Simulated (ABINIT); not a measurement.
Input of an ABINIT 10.8.3 (patched build) run:

File run.abi:

```
# Pseudopotentials
pp_dirpath "./"
pseudos "Pb.upf"

# Structure
acell 3*1.0 Angstrom
rprim
    -0.0069630000     2.4696840000     2.4484290000
     2.4475870000    -0.0269830000     2.4684490000
     2.4538240000     2.4959410000    -0.0332200000
ntypat 1
znucl 82
natom 1
typat 1
xred
    -0.0123650000     0.0070870000     0.0165600000
chkprim 0
chksymtnons 0
tolsym 1.0e-6

# Plane-wave basis
ecut 28.0

# k points
kptopt 1
ngkpt 9 9 9
nshiftk 1
shiftk 0.0 0.0 0.0

# Exchange and correlation
ixc -116133

# Bands and occupations
nband 11
occopt 3
tsmear 0.05 eV

# SCF cycle
nstep 100
tolvrs 1.0e-10

# Output
iomode 3
prtwf 0
prtden 0
prteig 0
prtebands 0
```

Potentials or basis: PseudoDojo NC SR PBEsol v0.4.1 standard.

The run is started by

```bash
$ abinit run.abi > log 2>&1
```

Q: Predict the band gap on the k mesh.

A: None (metal or under the smearing width).

Q: Predict the pressure.

A: -0.6 GPa.

Stress tensor (GPa, compression positive):
```
-0.37 -0.01  0.17
-0.01 -0.74  0.73
 0.17  0.73 -0.57
```

The run has no spin-orbit coupling, so splittings on Pb are missing.
